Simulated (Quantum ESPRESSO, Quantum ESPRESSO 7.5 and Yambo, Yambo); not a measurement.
## Quasiparticle gap of GaAs (F-43m) in Yambo

Aim: the G0W0 gap of GaAs (F-43m) on PBE, step by step.

Calculated with Quantum ESPRESSO 7.5 and Yambo 5.3.0; PBE and many-body steps on it, plane waves.

**The experiments to reproduce.**

- Gap 1.51 eV: band-edge emission energy from PL (direct gap at Gamma); photoluminescence, 633 nm excitation; 77 K; bulk crystal (MBE GaAs matrix around a thin InAs wetting layer on semi-insulating GaAs (100)) (“Photoluminescence of InAs/GaAs quantum dots under direct two-photon excitation”, 2020, pmc:7331710).

- Gap 1.42 eV: band-edge photoluminescence emission energy of the GaAs substrate; time-integrated photoluminescence; 300 K; bulk crystal ((001) GaAs substrate beneath GaBiAs epilayers) (“Investigation of the anisotropic electron g factor as a probe of the electronic structure of GaBixAs1-x/GaAs epilayers”, 2014, arxiv:1409.8467).

- Gap 1.412 ± 0.01 eV: direct gap E0 at Gamma from ellipsometry; variable-angle spectroscopic ellipsometry, parametric critical-point fit; 300 K; bulk crystal (semi-insulating GaAs(001) reference substrate with native oxide) (“Evidence of valence band perturbations in GaAsN/GaAs(001): A combined variable-angle spectroscopic ellipsometry and modulated photoreflectance investigation”, 2008, arxiv:0805.2212).

- Gap 1.418 ± 0.005 eV: direct gap E0 at Gamma from PR; modulated photoreflectance, low-field lineshape fit; 300 K; bulk crystal (semi-insulating GaAs(001) reference substrate) (“Evidence of valence band perturbations in GaAsN/GaAs(001): A combined variable-angle spectroscopic ellipsometry and modulated photoreflectance investigation”, 2008, arxiv:0805.2212).

## (1) The starting structure

Symmetry: F-43m, No. 216, cubic system. The conventional cell has a = 5.654 Å, b = 5.654 Å, c = 5.654 Å, α = 90.00°, β = 90.00°, γ = 90.00°. Nearest to Ga lie 4 As at 2.45 Å. Nearest to As lie 4 Ga at 2.45 Å. Farther neighbours are not listed.

The cell and positions come from the Crystallography Open Database and are kept as given unless a step says otherwise.

## (2) Ground state

This step: Quantum ESPRESSO 7.5; DFT, PBE, plane waves, norm-conserving pseudopotentials.

The ground-state density comes first.

File pw.in:

```
&control
  calculation = 'scf'
  prefix = 'x'
  outdir = 'o'
  pseudo_dir = 'pseudo'
/
&system
  ibrav = 0
  nat = 2
  ntyp = 2
  ecutwfc = 104.0
  nbnd = 27
  force_symmorphic = .true.
/
&electrons
  conv_thr = 1e-10
  electron_maxstep = 80
  mixing_beta = 0.5
/
ATOMIC_SPECIES
  Ga 69.723 Ga.upf
  As 74.922 As.upf
CELL_PARAMETERS angstrom
  0.0000000000 2.8268500000 2.8268500000
  2.8268500000 0.0000000000 2.8268500000
  2.8268500000 2.8268500000 0.0000000000
ATOMIC_POSITIONS crystal
  Ga 0.0000000000 0.0000000000 0.0000000000
  As 0.2500000000 0.2500000000 0.2500000000
K_POINTS automatic
  6 6 6 0 0 0
```

On the command line:

```bash
$ OMP_NUM_THREADS=1 mpirun -n 4 pw.x -nk 4 -in pw.in > pw.out
```

Output:

```text
Program PWSCF v.7.5 starts

     This program is part of the open-source Quantum ESPRESSO suite
     for quantum simulation of materials; please cite
         "P. Giannozzi et al., J. Phys.:Condens. Matter 21 395502 (2009);
         "P. Giannozzi et al., J. Phys.:Condens. Matter 29 465901 (2017);
         "P. Giannozzi et al., J. Chem. Phys. 152 154105 (2020);
     in publications or presentations arising from this work. More details at
     Message from routine setup:
     using ibrav=0 with symmetry is DISCOURAGED, use correct ibrav instead

     G-vector sticks info

     bravais-lattice index     =            0
     lattice parameter (alat)  =       7.5547  a.u.
     unit-cell volume          =     304.8842 (a.u.)^3
     number of atoms/cell      =            2
     number of atomic types    =            2
     number of electrons       =        44.00
     number of Kohn-Sham states=           27
     kinetic-energy cutoff     =     104.0000  Ry
     charge density cutoff     =     416.0000  Ry
     scf convergence threshold =      1.0E-10
     mixing beta               =       0.5000
     number of iterations used =            8  plain     mixing
     Exchange-correlation= PBE
                           (   1   4   3   4   0   0   0)

     celldm(1)=   7.554690  celldm(2)=   0.000000  celldm(3)=   0.000000
     celldm(4)=   0.000000  celldm(5)=   0.000000  celldm(6)=   0.000000

     crystal axes: (cart. coord. in units of alat)
               a(1) = (   0.000000   0.707107   0.707107 )
               a(2) = (   0.707107   0.000000   0.707107 )
               a(3) = (   0.707107   0.707107   0.000000 )

     reciprocal axes: (cart. coord. in units 2 pi/alat)
               b(1) = ( -0.707107  0.707107  0.707107 )
               b(2) = (  0.707107 -0.707107  0.707107 )
               b(3) = (  0.707107  0.707107 -0.707107 )
     Pseudo is Norm-conserving + core correction, Zval = 21.0
     Generated using ONCVPSP code by D. R. Hamann
     Using radial grid of 1902 points,  6 beta functions with:
     Pseudo is Norm-conserving + core correction, Zval = 23.0
     Generated using ONCVPSP code by D. R. Hamann
     Using radial grid of 1358 points,  6 beta functions with:
     Ga               21.00    69.72300     Ga( 1.00)
     As               23.00    74.92200     As( 1.00)

     24 Sym. Ops. (no inversion) found

   Cartesian axes

     site n.     atom                  positions (alat units)
         1        Ga     tau(   1) = (   0.0000000   0.0000000   0.0000000  )
         2        As     tau(   2) = (   0.3535534   0.3535534   0.3535534  )

     number of k points=    16
                       cart. coord. in units 2pi/alat
        k(    1) = (   0.0000000   0.0000000   0.0000000), wk =   0.0092593
        k(    2) = (   0.1178511   0.1178511  -0.1178511), wk =   0.0740741
        k(    3) = (   0.2357023   0.2357023  -0.2357023), wk =   0.0740741
        k(    4) = (  -0.3535534  -0.3535534   0.3535534), wk =   0.0370370
        k(    5) = (   0.2357023   0.0000000  -0.0000000), wk =   0.0555556
        k(    6) = (   0.3535534   0.1178511  -0.1178511), wk =   0.2222222
        k(    7) = (  -0.2357023  -0.4714045   0.4714045), wk =   0.2222222
        k(    8) = (  -0.1178511  -0.3535534   0.3535534), wk =   0.2222222
        k(    9) = (   0.0000000  -0.2357023   0.2357023), wk =   0.1111111
        k(   10) = (   0.4714045   0.0000000  -0.0000000), wk =   0.0555556
     [... 4 further rows ...]
        k(   15) = (  -0.1178511  -0.3535534   0.5892557), wk =   0.2222222
        k(   16) = (  -0.7071068   0.2357023   0.0000000), wk =   0.1111111

     Dense  grid:    43655 G-vectors     FFT dimensions: (  50,  50,  50)

     Initial potential from superposition of free atoms

     starting charge      43.9971, renormalised to      44.0000
     Starting wfcs are   26 randomized atomic wfcs +    1 random wfcs

     per-process dynamical memory:    37.3 Mb

     Self-consistent Calculation

     iteration #  1     ecut=   104.00 Ry     beta= 0.50

     Threshold (ethr) on eigenvalues was too large:
     Diagonalizing with lowered threshold

     total energy              =   -1107.20737927 Ry
     estimated scf accuracy    <       0.05039095 Ry

     iteration #  2     ecut=   104.00 Ry     beta= 0.50

     total energy              =   -1107.21379174 Ry
     estimated scf accuracy    <       0.00645506 Ry

     iteration #  3     ecut=   104.00 Ry     beta= 0.50

     total energy              =   -1107.21415456 Ry
     estimated scf accuracy    <       0.00109571 Ry

     iteration #  4     ecut=   104.00 Ry     beta= 0.50

     total energy              =   -1107.21420482 Ry
     estimated scf accuracy    <       0.00002493 Ry

     iteration #  5     ecut=   104.00 Ry     beta= 0.50

     total energy              =   -1107.21420988 Ry
     estimated scf accuracy    <       0.00000170 Ry

     iteration #  6     ecut=   104.00 Ry     beta= 0.50

     total energy              =   -1107.21421028 Ry
     estimated scf accuracy    <       0.00000013 Ry

     iteration #  7     ecut=   104.00 Ry     beta= 0.50

     total energy              =   -1107.21421032 Ry
     estimated scf accuracy    <       0.00000003 Ry

     iteration #  8     ecut=   104.00 Ry     beta= 0.50

     total energy              =   -1107.21421032 Ry
     estimated scf accuracy    <          8.6E-10 Ry

     iteration #  9     ecut=   104.00 Ry     beta= 0.50

     total energy              =   -1107.21421032 Ry
     estimated scf accuracy    <          2.5E-10 Ry

     iteration # 10     ecut=   104.00 Ry     beta= 0.50

     End of self-consistent calculation

          k = 0.0000 0.0000 0.0000 (  5577 PWs)   bands (ev):

  -174.9302-133.8474-118.3121-118.3121-118.3121 -84.5719 -84.5719 -84.5719
   -25.3230 -25.3230 -25.3230 -25.3139 -25.3139  -4.9669  -4.9669  -4.9669
    -4.8900  -4.8900  -2.8986   9.8275   9.8275   9.8275  10.3456  13.5642
    13.5642  13.5642  17.4293

          k = 0.1179 0.1179-0.1179 (  5468 PWs)   bands (ev):

  -174.9302-133.8474-118.3121-118.3121-118.3121 -84.5717 -84.5717 -84.5717
   -25.3229 -25.3227 -25.3227 -25.3138 -25.3138  -4.9893  -4.9604  -4.9604
    -4.8897  -4.8897  -2.5782   7.1174   9.4474   9.4474  11.4632  14.1115
    14.1115  14.5145  18.7830

          k = 0.2357 0.2357-0.2357 (  5450 PWs)   bands (ev):

  -174.9302-133.8474-118.3121-118.3121-118.3121 -84.5717 -84.5717 -84.5717
   -25.3228 -25.3223 -25.3223 -25.3137 -25.3137  -5.0291  -4.9506  -4.9506
    -4.8878  -4.8878  -1.7513   4.4525   8.9016   8.9016  11.0469  14.5309
    14.5309  17.0827  18.6033

          k =-0.3536-0.3536 0.3536 (  5444 PWs)   bands (ev):

     [... further k-points ...]

     highest occupied, lowest unoccupied level (ev):     9.8275   10.3456

!    total energy              =   -1107.21421032 Ry
     estimated scf accuracy    <          3.5E-12 Ry

     The total energy is the sum of the following terms:
     one-electron contribution =    -990.29940325 Ry
     hartree contribution      =     478.90442036 Ry
     xc contribution           =    -107.04971776 Ry
     ewald contribution        =    -488.76950967 Ry

     convergence has been achieved in  10 iterations

     XML data file, charge density, pseudopotentials, collected wavefunctions

=------------------------------------------------------------------------------=
   JOB DONE.
=------------------------------------------------------------------------------=
```

It took 13 s on 4 MPI ranks of Arm Neoverse V1, shared host; peak memory 0.32 GiB; 50 s of CPU time.

Numbers from this step:

```yaml
total_energy: -15064.4168 eV
gap: 0.5181 eV
k_of_the_valence_top: 0, 0, 0
k_of_the_conduction_bottom: 0, 0, 0
least_direct_gap: 0.5181 eV
```

The gap is direct, at Γ.

## (3) Bands along the symmetry lines

The cheap functional maps the bands first; the places of the edges decide which points the dearer methods must see.

File pw.in:

```
&control
  calculation = 'bands'
  prefix = 'x'
  outdir = 'o'
  pseudo_dir = 'pseudo'
/
&system
  ibrav = 0
  nat = 2
  ntyp = 2
  ecutwfc = 104.0
  nbnd = 28
  force_symmorphic = .true.
/
&electrons
  conv_thr = 1e-9
  electron_maxstep = 80
  diago_full_acc = .true.
  diago_thr_init = 5e-6
/
ATOMIC_SPECIES
  Ga 69.723 Ga.upf
  As 74.922 As.upf
CELL_PARAMETERS angstrom
  0.0000000000 2.8268500000 2.8268500000
  2.8268500000 0.0000000000 2.8268500000
  2.8268500000 2.8268500000 0.0000000000
ATOMIC_POSITIONS crystal
  Ga 0.0000000000 0.0000000000 0.0000000000
  As 0.2500000000 0.2500000000 0.2500000000
K_POINTS crystal
  50
  0.00000000 0.00000000 0.00000000 1
  -0.06250000 -0.06250000 0.00000000 1
  -0.12500000 -0.12500000 0.00000000 1
  -0.18750000 -0.18750000 0.00000000 1
  -0.25000000 -0.25000000 0.00000000 1
  -0.31250000 -0.31250000 0.00000000 1
  -0.37500000 -0.37500000 0.00000000 1
  -0.43750000 -0.43750000 0.00000000 1
  -0.50000000 -0.50000000 0.00000000 1
  -0.48437500 -0.48437500 0.03125000 1
  -0.46875000 -0.46875000 0.06250000 1
  -0.45312500 -0.45312500 0.09375000 1
  -0.43750000 -0.43750000 0.12500000 1
  -0.42187500 -0.42187500 0.15625000 1
  -0.40625000 -0.40625000 0.18750000 1
  -0.39062500 -0.39062500 0.21875000 1
  -0.37500000 -0.37500000 0.25000000 1
  -0.37500000 0.00000000 0.37500000 1
  -0.32812500 0.00000000 0.32812500 1
  -0.28125000 0.00000000 0.28125000 1
  -0.23437500 0.00000000 0.23437500 1
  -0.18750000 0.00000000 0.18750000 1
  -0.14062500 0.00000000 0.14062500 1
  -0.09375000 0.00000000 0.09375000 1
  -0.04687500 0.00000000 0.04687500 1
  0.00000000 0.00000000 0.00000000 1
  0.00000000 0.00000000 0.06250000 1
  0.00000000 0.00000000 0.12500000 1
  0.00000000 0.00000000 0.18750000 1
  0.00000000 0.00000000 0.25000000 1
  0.00000000 0.00000000 0.31250000 1
  0.00000000 0.00000000 0.37500000 1
  0.00000000 0.00000000 0.43750000 1
  -0.00000000 -0.00000000 0.50000000 1
  -0.06250000 -0.03125000 0.46875000 1
  -0.12500000 -0.06250000 0.43750000 1
  -0.18750000 -0.09375000 0.40625000 1
  -0.25000000 -0.12500000 0.37500000 1
  -0.31250000 -0.15625000 0.34375000 1
  -0.37500000 -0.18750000 0.31250000 1
  -0.43750000 -0.21875000 0.28125000 1
  -0.50000000 -0.25000000 0.25000000 1
  -0.50000000 -0.28125000 0.21875000 1
  -0.50000000 -0.31250000 0.18750000 1
  -0.50000000 -0.34375000 0.15625000 1
  -0.50000000 -0.37500000 0.12500000 1
  -0.50000000 -0.40625000 0.09375000 1
  -0.50000000 -0.43750000 0.06250000 1
  -0.50000000 -0.46875000 0.03125000 1
  -0.50000000 -0.50000000 0.00000000 1
```

Output:

```text
[banner, memory and clock lines left out]
Program PWSCF v.7.5 starts

     Atomic positions and unit cell read from directory:
     o/x.save/

     Message from routine setup:
     using ibrav=0 with symmetry is DISCOURAGED, use correct ibrav instead

     G-vector sticks info

     bravais-lattice index     =            0
     lattice parameter (alat)  =       7.5547  a.u.
     unit-cell volume          =     304.8842 (a.u.)^3
     number of atoms/cell      =            2
     number of atomic types    =            2
     number of electrons       =        44.00
     number of Kohn-Sham states=           28
     kinetic-energy cutoff     =     104.0000  Ry
     charge density cutoff     =     416.0000  Ry
     Exchange-correlation= PBE
                           (   1   4   3   4   0   0   0)

     celldm(1)=   7.554690  celldm(2)=   0.000000  celldm(3)=   0.000000
     celldm(4)=   0.000000  celldm(5)=   0.000000  celldm(6)=   0.000000

     crystal axes: (cart. coord. in units of alat)
               a(1) = (   0.000000   0.707107   0.707107 )
               a(2) = (   0.707107   0.000000   0.707107 )
               a(3) = (   0.707107   0.707107   0.000000 )

     reciprocal axes: (cart. coord. in units 2 pi/alat)
               b(1) = ( -0.707107  0.707107  0.707107 )
               b(2) = (  0.707107 -0.707107  0.707107 )
               b(3) = (  0.707107  0.707107 -0.707107 )
     Pseudo is Norm-conserving + core correction, Zval = 21.0
     Generated using ONCVPSP code by D. R. Hamann
     Using radial grid of 1902 points,  6 beta functions with:
     Pseudo is Norm-conserving + core correction, Zval = 23.0
     Generated using ONCVPSP code by D. R. Hamann
     Using radial grid of 1358 points,  6 beta functions with:
     Ga               21.00    69.72300     Ga( 1.00)
     As               23.00    74.92200     As( 1.00)

     24 Sym. Ops. (no inversion) found

   Cartesian axes

     site n.     atom                  positions (alat units)
         1        Ga     tau(   1) = (   0.0000000   0.0000000   0.0000000  )
         2        As     tau(   2) = (   0.3535534   0.3535534   0.3535534  )

     number of k points=    50
                       cart. coord. in units 2pi/alat
        k(    1) = (   0.0000000   0.0000000   0.0000000), wk =   0.0400000
        k(    2) = (   0.0000000   0.0000000  -0.0883883), wk =   0.0400000
        k(    3) = (   0.0000000   0.0000000  -0.1767767), wk =   0.0400000
[...]
[... 38 further rows ...]
        k(   49) = (   0.0441942  -0.0000000  -0.7071068), wk =   0.0400000
        k(   50) = (   0.0000000   0.0000000  -0.7071068), wk =   0.0400000

     Dense  grid:    43655 G-vectors     FFT dimensions: (  50,  50,  50)

     The potential is recalculated from file :
     o/x.save/charge-density

     Starting wfcs are   26 randomized atomic wfcs +    2 random wfcs

     Band Structure Calculation

     End of band structure calculation

          k = 0.0000 0.0000 0.0000 (  5577 PWs)   bands (ev):

  -174.9302-133.8474-118.3121-118.3121-118.3121 -84.5719 -84.5719 -84.5719
   -25.3230 -25.3230 -25.3230 -25.3139 -25.3139  -4.9669  -4.9669  -4.9669
    -4.8900  -4.8900  -2.8986   9.8275   9.8275   9.8275  10.3456  13.5642
    13.5642  13.5642  17.4293  19.9896

          k = 0.0000 0.0000-0.0884 (  5493 PWs)   bands (ev):

  -174.9302-133.8473-118.3121-118.3121-118.3121 -84.5718 -84.5718 -84.5716
   -25.3230 -25.3229 -25.3229 -25.3139 -25.3139  -4.9724  -4.9645  -4.9645
[...]
13.8379  13.8379  17.7842  19.1099

          k = 0.0000 0.0000-0.1768 (  5481 PWs)   bands (ev):

  -174.9302-133.8473-118.3121-118.3121-118.3121 -84.5717 -84.5717 -84.5717
[...]
14.5248  14.5248  17.8744  18.7335

          k =-0.0000 0.0000-0.2652 (  5457 PWs)   bands (ev):

[...]
k = 0.0000 0.0000-0.3536 (  5457 PWs)   bands (ev):

[...]
k = 0.0000-0.0000-0.4419 (  5465 PWs)   bands (ev):

[...]
k =-0.0000 0.0000-0.5303 (  5482 PWs)   bands (ev):

[...]
k = 0.0000-0.0000-0.6187 (  5458 PWs)   bands (ev):

[...]
k = 0.5303-0.0000-0.5303 (  5452 PWs)   bands (ev):

[...]
k = 0.0000 0.0000 0.0000 (  5577 PWs)   bands (ev):

[...]
k = 0.1326 0.0000-0.7071 (  5460 PWs)   bands (ev):

[...]
k = 0.0884-0.0000-0.7071 (  5456 PWs)   bands (ev):

[...]
k = 0.0442-0.0000-0.7071 (  5458 PWs)   bands (ev):

  -174.9302-133.8473-118.3121-118.3121-118.3121 -84.5718 -84.5717 -84.5717
[...]
19.8360  19.8531  20.8126  22.7122

          k = 0.0000 0.0000-0.7071 (  5434 PWs)   bands (ev):

  -174.9302-133.8473-118.3121-118.3121-118.3121 -84.5717 -84.5717 -84.5717
   -25.3239 -25.3212 -25.3212 -25.3144 -25.3129  -5.0786  -4.9169  -4.9169
    -4.9153  -4.8771  -0.3967   3.0132   7.1516   7.1516  11.2971  11.4903
    20.0046  20.0046  20.8150  23.1525

     XML data file, pseudopotentials, collected wavefunctions
```

Run time: 7.8 s. Hardware: 4 MPI ranks; peak memory 0.26 GiB.

This step gave:

* gap: 0.5181 eV
* k of the valence top: 0, 0, 0
* k of the conduction bottom: 0, 0, 0
* least direct gap: 0.5181 eV

The gap is 0.518 eV, as in the run before at this level.

Electronic bands along the path, in eV, zero at the top of the highest filled band:

| point | band 19 | band 20 | band 21 | band 22 | band 23 | band 24 | band 25 | band 26 |
| --- | --- | --- | --- | --- | --- | --- | --- | --- |
| Γ | -12.73 | 0.00 | 0.00 | 0.00 | 0.52 | 3.74 | 3.74 | 3.74 |
| halfway | -11.80 | -4.09 | -1.69 | -1.69 | 1.99 | 3.27 | 6.62 | 6.62 |
| X | -10.22 | -6.81 | -2.68 | -2.68 | 1.47 | 1.66 | 10.18 | 10.18 |
| halfway | -10.21 | -6.77 | -3.20 | -2.57 | 1.66 | 2.57 | 9.21 | 9.42 |
| U | -10.26 | -6.63 | -3.86 | -2.26 | 1.97 | 4.64 | 7.96 | 8.07 |
| jump to K | -10.26 | -6.63 | -3.86 | -2.26 | 1.97 | 4.64 | 7.96 | 8.07 |
| halfway | -11.71 | -4.56 | -2.44 | -0.68 | 2.69 | 4.77 | 4.81 | 5.65 |
| Γ | -12.73 | 0.00 | 0.00 | 0.00 | 0.52 | 3.74 | 3.74 | 3.74 |
| halfway | -12.03 | -4.14 | -0.68 | -0.68 | 1.45 | 4.60 | 4.60 | 5.96 |
| L | -10.96 | -6.63 | -1.14 | -1.14 | 1.00 | 4.64 | 4.64 | 7.76 |
| halfway | -10.62 | -6.48 | -3.22 | -1.94 | 3.03 | 4.17 | 6.35 | 7.70 |
| W | -10.17 | -6.63 | -3.53 | -3.34 | 4.62 | 4.73 | 5.42 | 6.05 |
| halfway | -10.20 | -6.73 | -3.14 | -3.04 | 2.56 | 2.76 | 8.15 | 8.36 |
| X | -10.22 | -6.81 | -2.68 | -2.68 | 1.47 | 1.66 | 10.18 | 10.18 |

The electronic bands as a text plot (rows in eV, shown from -8.0 to 6.5 only):

```
    6.2 |                  +++              +         ++ +++
    5.6 |    +              +++++++                  +  ++++
    5.0 |                       +  ++      +      +++    ++
    4.4 |  ++             +      ++      +++++++++++++++++++
    3.8 |++              +         ++++++++             +   +
    3.2 |  +++++        +                             ++
    2.6 |  +++  +++    +    +++++++                  +       ++
    2.0 |     ++   ++ + ++++       ++               +         +++
    1.4 | +     ++++++++             +  ++++++++  ++            +
    0.8 |+                            ++        ++
    0.2 |*                           ****
   -0.4 | ***                   ******   ****
   -1.0 | *  *                **   ***  *    *******
   -1.6 |     **           ***   **               *****
   -2.3 |  **   ***     ***     *  **    **         *  *
   -2.9 |    *     *****      **           *         *  **   ****
   -3.5 |              ***  **   **                   *******
   -4.1 |     **          **                *
   -4.7 |                       *
   -5.3 |       **            **             **
   -5.9 |         *         **                 *
   -6.5 |          **  *****                    ****************
   -7.1 |            **                                         *
   -7.7 |
         Γ           X  U|K            Γ         L        W     X
```

(Part 1 of 3 ends here.)

[Paths, hosts, dates, memory and timing lines, banners, echoed tables and standing remarks are left out of the program output.]

[Logs are printed without paths, hosts, clocks, repeated set-up lines and the standing remarks that a program may print on its own settings, such as how far it seeks lower states.]

[Runs of the session that timed out or met a known fault of the program may be left out.]

[Hosts, paths, dates, database ids (printed as entryN), source tags and the programs' standing remarks are cut or masked in the printed files.]
